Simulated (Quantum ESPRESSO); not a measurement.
Pt:

```
Pt
1.0
    -1.58422    1.58422    1.58422
     1.58422   -1.58422    1.58422
     1.58422    1.58422   -1.58422
Pt
1
Direct
  0.00000 0.00000 0.00000
```

This isn't the form of Pt at room conditions, which is fcc.

- Program: Quantum ESPRESSO 7.5
- Task: single point
- Functional: PBE
- Potentials or basis: SSSP 1.3 efficiency PBE
- Cutoff: 748 eV
- Density cutoff: 5987 eV
- k mesh: 12 × 12 × 12
- Occupations: fermi-dirac, width 0.05 eV
- Spin: no spin polarisation

On this cell: pressure -2.0 GPa; band gap on the k mesh none (metal or under the smearing width).

The same run follows on a disturbed copy (cell strained at random at fixed volume):

```
Pt
1.0
    -1.51792    1.61257    1.57266
     1.58438   -1.59122    1.61776
     1.52358    1.59687   -1.55131
Pt
1
Direct
  0.98769 0.99114 0.98751
```

Q: What changes?

A: The energy (extrapolated to zero smearing) moves by +12.3 meV/atom; pressure -1.5 GPa; band gap on the k mesh none (metal or under the smearing width).

Stress tensor (GPa, compression positive):
```
-3.07 -0.15 -5.96
-0.15 -0.35 -2.03
-5.96 -2.03 -1.20
```
